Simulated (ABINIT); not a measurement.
Crystal: MgO.

```
CELL_PARAMETERS angstrom
0.00000 2.09700 2.09700
2.09700 0.00000 2.09700
2.09700 2.09700 0.00000
ATOMIC_POSITIONS crystal
Mg 0.00000 0.00000 0.00000
O 0.50000 0.50000 0.50000
```

The cell is a database's computed one.

| Item | Value |
| --- | --- |
| Program | ABINIT 10.8.3 (patched build) |
| Task | relaxation of cell and atoms |
| Functional | PBE |
| Potentials or basis | JTH PAW PBE v2.0 |
| Cutoff | 626 eV |
| k mesh | 11 × 11 × 11 |
| Occupations | fermi-dirac, width 0.05 eV |
| Spin | no spin polarisation |

At the start: pressure 7.3 GPa; volume 9.22 Å³/atom.

Problem. Where does the relaxation end?

Solution. Over 4 steps the energy falls by 9.2 meV/atom and the volume is 9.64 Å³/atom (+4.6 %); space group Fm-3m (No. 225, to 0.05 Å).

The path:
```csv
step,energy change (eV),largest force (eV/Å),pressure (GPa),volume (Å³)
1,0.0000,0.0000,7.27,18.44
2,-0.0138,0.0000,3.50,18.86
3,-0.0184,0.0000,0.19,19.26
4,-0.0184,0.0000,0.01,19.29
```

Final structure:
```yaml
crystal:
  lattice:
    - [0.00000, 2.12845, 2.12845]
    - [2.12845, 0.00000, 2.12845]
    - [2.12845, 2.12845, 0.00000]
  atoms:
    - { symbol: Mg, position: [0.00000, 0.00000, 0.00000] }
    - { symbol: O, position: [0.50000, 0.50000, 0.50000] }
```
